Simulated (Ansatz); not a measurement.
Pt: energy along a strain

Pt, Fm-3m, a = 3.970 Å. Ansatz: PBE, PAW, 420 eV, Γ-centred 26×26×26 mesh on 1 atom, Gaussian smearing 0.15 eV; no spin polarisation. Cell vectors (Å): 0.000 1.985 1.985; 1.985 0.000 1.985; 1.985 1.985 0.000. The cell is strained by x per cent times the pattern (1 0 0 0 0 0) in the order xx yy zz yz xz xy (engineering shears), with fractional coordinates held. y is the free energy over the start, V0 = 15.644 Å³/atom.

| x (%) | y (meV/atom) |
| --- | --- |
| -2.00 | 6.43 |
| -1.50 | 3.61 |
| -1.00 | 1.62 |
| 0.00 | 0.00 |
| 0.50 | 0.33 |
| 1.50 | ? |
| 2.00 | 5.61 |

Fit y = c1 x + c2 x² + c3 x³ to the other rows, get the stiffness along the pattern, and predict the missing energy.

Least squares on the rows shown. y = −0.08272 x + 1.505 x² − 0.03051 x³. The clamped-ion stiffness p·C·p = 2 × 15.05 eV × 160.2 / 15.644 Å³ = 308 GPa, which is C11 in these axes; c1 is there for the stress left in the start, which by itself gives a slope of -0.08 meV/atom per %. At x = 1.50 the fit asked for gives 3.16 meV/atom. The run gave 3.16 meV/atom, the same to the digits shown.

Spin–orbit coupling is left out, which can shift energies with elements as heavy as these.

Platinum's resistance to this strain comes from its cohesive 5d bonding combined with the steep repulsion between extended d shells and the compressed sp electrons. Compression therefore costs more than extension, 6.43 against 5.61 meV/atom at the two ends. Not all of that asymmetry is anharmonic: the negative linear term shows that the starting cell would lower its energy by expanding slightly, and only at the largest strains does the cubic term outweigh it.

With one atom per primitive cell there is no internal displacement to relax, so the clamped-ion value of 308 GPa is also the relaxed-ion C11. It lies below the measured stiffness of platinum, probably because PBE underbinds the late 5d metals, giving a lattice that is too long and too soft. The agreement at the withheld point supports a smooth cubic description within the sampled range. Because uniaxial strain mixes volume change with tetragonal shear, this curve alone fixes neither the bulk modulus nor the shear stability.
